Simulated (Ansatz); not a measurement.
# Sn (Sn, beta-Sn (white tin)): the cost of one run

Computed with Ansatz 0.2.0 (DFT r²SCAN, plane waves with PAW, scalar-relativistic, unless a step says otherwise).

**1. The structure to begin with**

The structure is monoclinic, space group C2/c (No. 15). Conventional cell: a = 3.178 Å, b = 8.342 Å, c = 4.458 Å, α = 90.00°, β = 110.77°, γ = 90.00°. Sn (site symmetry 2) has 6 Sn at 3.05 to 3.18 Å as nearest neighbours.

Structure file:

```
Sn
1.0
    -2.94828    2.95040    1.58882
     2.95040   -2.94828    1.58882
     2.94605    2.94605   -1.58493
Sn
2
Direct
  0.00003 0.99997 0.00000
  0.74997 0.25003 0.50000
```

**2. Width 0.01 eV**

The run at 0.01 eV.

input.yaml

```yaml
crystal:
  lattice:
    - [-2.9482820713, 2.9504023647, 1.5888172584]
    - [2.9504023647, -2.9482820713, 1.5888172584]
    - [2.9460530987, 2.9460530987, -1.5849306448]
  atoms:
    - { symbol: Sn, position: [2.51473e-05, 0.9999748527, 0.0] }
    - { symbol: Sn, position: [0.7499748527, 0.2500251473, 0.5] }
hamiltonian:
  xc: r2scan
  pseudopotentials:
    kind: paw
    azcp:
      Sn: "pseudopotentials/Sn.paw.azcp"
basis:
  ecutwfc: 500
  fft_grid_basis: typed
kpoints:
  mp_grid: { grid: [11, 11, 8], shift: [0, 0, 0] }
magnetization:
  spin_polarized: false
scf:
  occupations: { method: cold, width: 0.01 }
  lower_state_search: "off"
output:
  stress: true
  write_density: true
  write_potential: true
  elf: true
  volumetric_format: npy
```

Started as:

```
$ ansatz run input.yaml --threads 2 --pin off --max-ram 5120MiB --backend cpu --events-out ev --progress --plain --runs-dir out
```

**Question.** How long does this run take on 2 threads of Arm Neoverse V1, shared host, and how much memory does it need?

About 24 s, with a peak of 0.73 GiB.
